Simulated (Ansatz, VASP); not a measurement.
**InAs in VASP and in Ansatz**

Contents of INCAR:

```
ALGO = Fast
EDIFF = 1E-6
EDIFFG = -0.01
ENCUT = 600
GGA = PS
IBRION = 2
ISIF = 3
ISMEAR = -1
IVDW = 12
LASPH = T
LCHARG = F
LREAL = F
LWAVE = F
NELM = 80
NSW = 40
PREC = Accurate
SIGMA = 0.05
```

The input KPOINTS:

```
k-points
0
Gamma
  8 8 8
```

POSCAR

```
InAs
1.0
    0.0000000000      3.0180000000      3.0180000000
    3.0180000000      0.0000000000      3.0180000000
    3.0180000000      3.0180000000      0.0000000000
In As
1 1
Direct
    0.0000000000      0.0000000000      0.0000000000
    0.7500000000      0.7500000000      0.7500000000
```

Contents of input.yaml:

```yaml
crystal:
  lattice:
    - [0.0, 3.018, 3.018]
    - [3.018, 0.0, 3.018]
    - [3.018, 3.018, 0.0]
  atoms:
    - { symbol: In, position: [0.0, 0.0, 0.0] }
    - { symbol: As, position: [0.75, 0.75, 0.75] }
hamiltonian:
  xc: pbesol
  pseudopotentials: { kind: paw }
  dispersion: d3bj
kpoints:
  mp_grid: { grid: [8, 8, 8] }
scf:
  occupations: { method: fermi_dirac, width: 0.05 }
output:
  forces: true
  stress: true
  eigenvalues: true
  write_density: true
  write_potential: true
  elf: true
  volumetric_format: npy
relax:
  f_tol: 0.01
  max_steps: 40
  cell: { stress_tol: 0.05 }
```

Alike in both runs: task relaxation of cell and atoms; functional PBEsol; dispersion D3(BJ); k mesh 8 × 8 × 8; occupations fermi-dirac, width 0.05 eV; no spin polarisation.

|  | VASP | Ansatz |
| --- | --- | --- |
| version | VASP 6.6.1 | Ansatz 0.2.0 |
| potentials or method | VASP PAW PBE potentials, release 64 (In_d, As) | Ansatz PAW |
| plane-wave cutoff (eV) | 600 | 420 |
| valence electrons in the cell | 18 | 28 |

|  | VASP | Ansatz | Ansatz less VASP |
| --- | --- | --- | --- |
| gap on the k mesh at the Fermi level, each at its own relaxed structure (eV) | none | none | - |
| relaxed volume (Å³/atom) | 27.40 | 27.34 | -0.055 |
| relaxed cell length with the largest relative difference (Å) | 4.263 | 4.261 | -0.0029 |

A gap of «none» marks a metal or a gap that the smearing closes. The two sets of potentials don't hold the same shells in valence.

Caveats: pairwise dispersion overbinds metals, which lowers pressure and volume; this crystal is a semiconductor, whose small gap the functional closes, so the metal is an error of the method; the PAW data sets were made with another functional, which shifts forces and pressure a little (VASP); the plane-wave basis is chosen anew once the cell has moved, so the energies of steps on either side of that aren't comparable (Ansatz); the PAW data sets come from PBE, with cores solved anew for the run's functional, which leaves a small shift of forces and pressure (Ansatz).
